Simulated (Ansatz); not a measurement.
Crystal: SiNi3.

```
Ni Si
1.0
     3.54200    0.00000    0.00000
     0.00000    3.54200    0.00000
     0.00000    0.00000    3.54200
Ni Si
3 1
Direct
  0.50000 0.50000 0.00000
  0.50000 0.00000 0.50000
  0.00000 0.50000 0.50000
  0.00000 0.00000 0.00000
```

- Program: Ansatz 0.2.0
- Task: single point
- Functional: PBE
- Potentials or basis: Ansatz PAW
- Cutoff: 420 eV (not typed: the program's choice for these potentials)
- k mesh: 8 × 8 × 8
- Occupations: fermi-dirac, width 0.05 eV
- Spin: collinear spin, ferromagnetic start
- Starting moments: [1.0, 1.0, 1.0, 0.0] μB

On this cell: pressure -6.0 GPa; largest force zero by symmetry; net moment 0.00 μB per cell; band gap on the k mesh none (metal or under the smearing width).

The same run follows on a disturbed copy (atoms moved at random, drawn with an rms of 0.05 Å):

```
Ni Si
1.0
     3.54200    0.00000    0.00000
     0.00000    3.54200    0.00000
     0.00000    0.00000    3.54200
Ni Si
3 1
Direct
  0.48864 0.48383 0.99844
  0.49304 0.99869 0.50543
  0.01055 0.49736 0.48845
  0.99628 0.00640 0.00201
```

Q: What does the disturbed cell give?

A: The energy (extrapolated to zero smearing) moves by +13.1 meV/atom; pressure -5.3 GPa; largest force 0.856 eV/Å; net moment 0.00 μB per cell; band gap on the k mesh none (metal or under the smearing width).

Forces in eV/Å, atoms in the order of the input:
```
Ni   0.511  0.465 -0.070
Ni   0.393 -0.342 -0.142
Ni  -0.795  0.129  0.291
Si  -0.109 -0.252 -0.079
```

Stress tensor (GPa, compression positive):
```
-5.31  0.07 -0.28
 0.07 -5.31  0.32
-0.28  0.32 -5.19
```

Caveats: the starting moments weren't kept.
